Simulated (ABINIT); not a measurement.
## MoS2 in ABINIT: the effect of potentials

The system is MoS2.

```
Mo S
1.0
     3.22746    0.00000    0.00000
    -1.61373    2.79507    0.00000
     0.00000    0.00000    6.31247
Mo S
1 2
Direct
  0.00000 0.00000 0.50000
  0.66667 0.33333 0.74468
  0.33333 0.66667 0.25532
```

Measurements of this composition are mostly on another form, of space group No. 194.

Alike in all runs:

* Program: ABINIT 10.8.3 (patched build)
* Task: single point
* Functional: r2SCAN
* k mesh: 9 × 9 × 4
* Occupations: fermi-dirac, width 0.05 eV
* Spin: no spin polarisation

```csv
potentials,cutoff,pressure (GPa),largest force (eV/Å)
"Ansatz PAW PBE default generated set, frozen core",490 eV,?,?
JTH PAW PBE v2.0,653 eV,0.5,0.14
Ansatz NC r2SCAN,1306 eV,0.0,0.08
SG15 NC PBE v1.2,980 eV,-0.1,0.09
PseudoDojo NC SR PBE v0.4.1 standard,1306 eV,-0.4,0.04
```

What does the run with potentials Ansatz PAW PBE default generated set, frozen core give?

Pressure -0.1 GPa; largest force 0.07 eV/Å.

Caveats: the PAW data sets were made with another functional, which shifts forces and pressure a little (some runs); the potentials were made for another functional, which shifts forces and pressure (some runs); the atomic spheres overlap (some runs); a meta-GGA on potentials with a model core is unreliable (some runs).

Runs at the PBE level aren't shown here.
